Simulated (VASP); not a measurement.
# Er (Fm-3m) in VASP: a series of runs, part 2 of 2

VASP 6.6.1.

**4. Single point, PBE, collinear spin, ferromagnetic start**

Input file INCAR:

```
SYSTEM = Er
PREC     = Accurate       ! precision mode
ENCUT    = 350            ! plane-wave cutoff, eV
EDIFF    = 1E-6           ! SCF threshold, eV
ISMEAR   = 0              ! smearing method
SIGMA    = 0.2            ! smearing width, eV
LREAL    = .False.        ! projectors in reciprocal space
LASPH    = .True.         ! aspherical terms in the spheres
NELM     = 100            ! most SCF steps
ALGO     = Normal         ! electronic algorithm
ISIF     = 2              ! what is computed and relaxed
LWAVE    = .False.        ! write WAVECAR
LCHARG   = .False.        ! write CHGCAR
ISPIN    = 2              ! spin polarisation
MAGMOM   = 3              ! initial moments
LORBIT   = 11             ! projections on sites
LMAXMIX  = 6              ! l up to which the mixer works
GGA      = PE             ! functional
ADDGRID  = .False.
```

Input file KPOINTS:

```
Automatic mesh
0
Gamma
  10 10 10
  0 0 0
```

Input file POSCAR:

```
Er
1.0
   -0.0089250000      2.4571370000      2.4791170000
    2.4542050000     -0.0023290000      2.4725200000
    2.4870360000      2.4833720000     -0.0351600000
Er
1
Direct
   -0.0043710000     -0.0077920000     -0.0181410000
```

Potentials or basis: VASP PAW PBE potentials, release 64 (Er_3), 4f in core.

On the command line:

```sh
$ cat potpaw_PBE.64/Er_3/POTCAR > POTCAR
$ mpirun -np 1 vasp_std > vasp.out
```

OUTCAR:

```text
SYSTEM = Er
   PREC = Accurate
   ENCUT = 350
   EDIFF = 1E-6
   ISMEAR = 0
   LREAL = .False.
   LASPH = .True.
   NELM = 100
   ISIF = 2
   ISPIN = 2
   LORBIT = 11
   GGA = PE

 Found    504 irreducible k-points:

 Following reciprocal coordinates:
            Coordinates               Weight
  0.000000  0.000000  0.000000      1.000000
  0.100000  0.000000 -0.000000      2.000000
  0.200000  0.000000 -0.000000      2.000000
  0.300000  0.000000 -0.000000      2.000000
  0.400000  0.000000 -0.000000      2.000000
  0.500000  0.000000 -0.000000      1.000000
   k-points           NKPTS =    504   k-points in BZ     NKDIM =    504   number of bands    NBANDS=     10
   number of dos      NEDOS =    301   number of ions     NIONS =      1
   total plane-waves  NPLWV =  13824
   dimension x,y,z NGX =    24 NGY =   24 NGZ =   24
   dimension x,y,z NGXF=    48 NGYF=   48 NGZF=   48
   ions per type =               1
   NGX,Y,Z   is equivalent  to a cutoff of  11.43, 11.45, 11.35 a.u.
   NGXF,Y,Z  is equivalent  to a cutoff of  22.86, 22.91, 22.70 a.u.
 SYSTEM =  Er
   PREC   = accura    normal or accurate (medium, high low for compatibility)
   ISTART =      0    job   : 0-new  1-cont  2-samecut
   ICHARG =      2    charge: 1-file 2-atom 10-const
   ISPIN  =      2    spin polarized calculation?
   LNONCOLLINEAR =      F non collinear calculations
   LSORBIT =      F    spin-orbit coupling
   LASPH  =      T    aspherical Exc in radial PAW
   ENCUT  =  350.0 eV  25.72 Ry    5.07 a.u.   5.32  5.31  5.36*2*pi/ulx,y,z
   NELM   =    100;   NELMIN=  2; NELMDL= -5     # of ELM steps
   EDIFF  = 0.1E-05   stopping-criterion for ELM
   LREAL  =      F    real-space projection
   EDIFFG = 0.1E-04   stopping-criterion for IOM
   NSW    =      0    number of steps for IOM
   IBRION =     -1    ionic relax: 0-MD 1-quasi-New 2-CG
   NFREE  =      0    steps in history (QN), initial steepest desc. (CG)
   ISIF   =      2    stress and relaxation
   ISYM   =      2    0-nonsym 1-usesym 2-fastsym
   POTIM  = 0.5000    time-step for ionic-motion
   TEBEG  =    0.0;   TEEND  =   0.0 temperature during run
   PSTRESS=    0.0 pullay stress
   NELECT =       9.0000    total number of electrons
   NUPDOWN=      -1.0000    fix difference up-down
   EMIN   =  10.00;   EMAX   =-10.00  energy-range for DOS
   EFERMI =   0.00;   METHOD = LEGACY
   ISMEAR =     0;   SIGMA  =   0.20  broadening in eV -4-tet -1-fermi 0-gaus
   EFERMI_NEDOS =   21; number of points for ismear=-14 and -15
   IALGO  =     38    algorithm
   IMIX   =      4    mixing-type and parameters
     AMIX     =   0.40;   BMIX     =  1.00
     AMIX_MAG =   1.60;   BMIX_MAG =  1.00
  volume/ion in A,a.u.               =      30.50       205.83
[... 44 lines left out ...]
      4      -2.4833      1.00000
      5       4.9203      0.00000
      6       5.1603      0.00000
      7       5.1869      0.00000
      8       7.3848      0.00000
      9       7.4987      0.00000
     10      12.6393      0.00000
[... 53 lines left out ...]
 k-point     6 :       0.5000    0.0000   -0.0000
  band No.  band energies     occupation
      1     -21.9097      1.00000
      2     -21.3907      1.00000
      3     -21.3851      1.00000
      4       0.6705      1.00000
      5       3.7781      0.00000
      6       4.7674      0.00000
      7       4.9968      0.00000
      8       9.0628      0.00000
      9       9.3083      0.00000
     10      11.3701      0.00000

 [... further k-points ...]

 spin component 2

 k-point     1 :       0.0000    0.0000    0.0000
  band No.  band energies     occupation
      1     -21.3171      1.00000
      2     -21.3031      1.00000
      3     -21.2998      1.00000
      4      -2.4834      1.00000
      5       4.9201      0.00000
      6       5.1600      0.00000
      7       5.1866      0.00000
      8       7.3847      0.00000
      9       7.4986      0.00000
     10      12.6388      0.00000
[... 53 lines left out ...]
 k-point     6 :       0.5000    0.0000   -0.0000
  band No.  band energies     occupation
      1     -21.9097      1.00000
      2     -21.3906      1.00000
      3     -21.3851      1.00000
      4       0.6702      1.00000
      5       3.7784      0.00000
      6       4.7674      0.00000
      7       4.9968      0.00000
      8       9.0628      0.00000
      9       9.3083      0.00000
     10      11.3700      0.00000

 [... further k-points ...]
[... 5 lines left out ...]
  --------------------------------------------------------------------------------------
  -------------------------------------------------------------------------------------
  Total        0.0157491      0.0231425     -0.0292958     -0.0619250      0.0724564      0.1054418
  in kB        0.8273011      1.2156743     -1.5389071     -3.2529219      3.8061364      5.5388599
  external PRESSURE =       0.1680228 kB  Pullay stress =       0.0000000 kB

 VOLUME and BASIS-vectors are now :
 -----------------------------------------------------------------------------
  energy-cutoff  :      350.00
  volume of cell :       30.50
      direct lattice vectors                 reciprocal lattice vectors
    -0.008925000  2.457137000  2.479117000    -0.201313527  0.204442392  0.200014888
     2.454205000 -0.002329000  2.472520000     0.204685885 -0.202140878  0.201085569
     2.487036000  2.483372000 -0.035160000     0.199378760  0.200206110 -0.197713292

 POSITION                                       TOTAL-FORCE (eV/Angst)
 -----------------------------------------------------------------------------------
      4.86811      4.88241      4.88701        -0.000000      0.000000     -0.000000
 -----------------------------------------------------------------------------------
    total drift:                               -0.000002     -0.000001     -0.000000

  FREE ENERGIE OF THE ION-ELECTRON SYSTEM (eV)
  ---------------------------------------------------
  free  energy   TOTEN  =        -4.4818247974 eV

  energy  without entropy=       -4.4517430023  energy(sigma->0) =       -4.46678390

 total charge

# of ion       s       p       d       tot
------------------------------------------
    1        0.514   6.504   1.104   8.121

 magnetization (x)

# of ion       s       p       d       tot
------------------------------------------
    1       -0.000   0.000  -0.000  -0.000
```

stdout:

```text
POSCAR found type information on POSCAR Er
 POSCAR found :  1 types and       1 ions
 scaLAPACK will be used
 LDA part: xc-table for (Slater+PW92), standard interpolation
 POSCAR, INCAR and KPOINTS ok, starting setup
 FFT: planning ... GRIDC
 FFT: planning ... GRID_SOFT
 FFT: planning ... GRID
 WAVECAR not read
 entering main loop
```

Run time: 64 s. Hardware: 1 thread of Intel Xeon 6975P-C (Granite Rapids), shared host; peak memory 0.26 GiB.

These settings aren't checked as converged: the numbers below hold their error.

Results:

```
Free energy                                           : -4.4818 eV
Pressure                                              : 0.0 GPa
Band gap on the k mesh                                : none (metal or under the smearing width)
Net moment                                            : 0.00 μB per cell
Valence electrons inside the program's atomic spheres : Er 8.12
```

Caveat: the magnetic or orbital state may not be the lowest; spin-orbit coupling is left out, which moves the levels of the heavy elements; the 4f electrons are frozen in the core as for a trivalent ion, so they carry no moment and show no levels.
